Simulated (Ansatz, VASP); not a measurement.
**One calculation of Hg, two programs**

Contents of INCAR:

```
SYSTEM = Hg
ALGO     = Normal         ! electronic algorithm
EDIFF    = 1E-6           ! SCF threshold, eV
ENCUT    = 520            ! plane-wave cutoff, eV
GGA      = RP             ! functional
ISIF     = 2              ! what is computed and relaxed
ISMEAR   = -1             ! smearing method
LASPH    = .TRUE.         ! aspherical terms in the spheres
LCHARG   = .TRUE.         ! write CHGCAR
LELF     = .TRUE.         ! ELF
LREAL    = .FALSE.        ! projectors in reciprocal space
LVHAR    = .TRUE.       
LWAVE    = .FALSE.        ! write WAVECAR
NBANDS   = 12             ! bands
NELM     = 60             ! most SCF steps
PREC     = Accurate       ! precision mode
SIGMA    = 0.1            ! smearing width, eV
```

File KPOINTS:

```
k-points
0
G
  9 9 9
  0 0 0
```

POSCAR

```
Hg
1.0
   -2.9142826187      2.9142826187      2.9142826187
    2.9142826187     -2.9142826187      2.9142826187
    2.9142826187      2.9142826187     -2.9142826187
Hg
1
Direct
    0.0000000000      0.0000000000      0.0000000000
```

Input for Ansatz:

```yaml
crystal:
  lattice:
    - [-2.9142826187, 2.9142826187, 2.9142826187]
    - [2.9142826187, -2.9142826187, 2.9142826187]
    - [2.9142826187, 2.9142826187, -2.9142826187]
  atoms:
    - { symbol: Hg, position: [0.0, 0.0, 0.0] }
hamiltonian:
  xc: rpbe
  pseudopotentials:
    kind: paw
    azcp:
      Hg: "pseudopotentials/Hg.paw.azcp"
basis:
  ecutwfc: 420
  fft_grid_basis: typed
kpoints:
  mp_grid: { grid: [9, 9, 9], shift: [0, 0, 0] }
magnetization:
  spin_polarized: false
scf:
  occupations: { method: fermi_dirac, width: 0.1 }
  lower_state_search: "off"
output:
  stress: true
```

Alike in both runs: task single point; functional RPBE; k mesh 9 × 9 × 9; occupations fermi-dirac, width 0.1 eV; no spin polarisation.

```csv
,VASP,Ansatz
version,VASP 6.6.1,Ansatz 0.2.0
potentials or method,"VASP PAW PBE potentials, release 64 (Hg)","plane waves (420 eV) with PAW, scalar-relativistic"
plane-wave cutoff (eV),520,420
valence electrons in the cell,12,20
```

|  | VASP | Ansatz | Ansatz less VASP |
| --- | --- | --- | --- |
| pressure (GPa) | 0.0 | 0.0 | +0.03 |

With one functional, cell and mesh, what is left measures potentials, basis and numerics. The two sets of potentials don't hold the same shells in valence.

Caveats: the PAW data sets were made with another functional, which shifts forces and pressure a little (VASP). A k mesh can miss the band edges.
